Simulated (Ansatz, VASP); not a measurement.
## Y in VASP and in Ansatz

```
CELL_PARAMETERS angstrom
3.69048 0.00000 0.00000
-1.84524 3.19605 0.00000
0.00000 0.00000 11.99999
ATOMIC_POSITIONS crystal
Y 0.66667 0.33333 0.75000
Y 0.00000 0.00000 0.50000
Y 0.33333 0.66667 0.25000
Y 0.00000 0.00000 0.00000
```

Alike in both runs: task single point; functional PBE; k mesh 8 × 8 × 3; occupations fermi-dirac, width 0.05 eV; no spin polarisation.

```csv
,VASP,Ansatz
version,VASP 6.6.1,Ansatz 0.2.0
potentials or method,"VASP PAW PBE potentials, release 64 (Y_sv)",Ansatz PAW
plane-wave cutoff (eV),520,420
valence electrons in the cell,44,44
```

```tsv
	VASP	Ansatz	Ansatz less VASP
gap on the k mesh at the Fermi level (eV)	none	none	-
pressure (GPa)	-3.0	-2.9	+0.08
largest component of the traceless stress (GPa)	0.41	0.41	+0.005
```

A gap of «none» marks a metal or a gap that the smearing closes.
